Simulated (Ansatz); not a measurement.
The parent structure is BaSnO3 in the cubic perovskite structure (space group Pm-3m, No. 221; a = 4.131 Å).

The values are results of r2SCAN in Ansatz (plane waves to 500 eV, PAW, scalar-relativistic without spin-orbit coupling), not measurements.

Base values:

The electron mass comes out as 0.19 mₑ (at Γ) and the lattice parameter a comes out as 4.131 Å.

Modification: a hydrostatic pressure of 60 GPa.

Q: How does this affect the electron mass and lattice parameter a?

A: The electron mass becomes 0.31 mₑ (at Γ) (base: 0.19 mₑ (at Γ)); the lattice parameter a falls by 0.297 Å to 3.834 Å.

The levels and masses belong to the bands next to the band gap. Load acts through the strain it causes; cell and atoms are relaxed under it. Effective masses come from finite differences of ±0.01 Å⁻¹. Whether these cells are dynamically stable was not tested. Competing high-pressure phases were not computed.

Ansatz is an electronic-structure program.
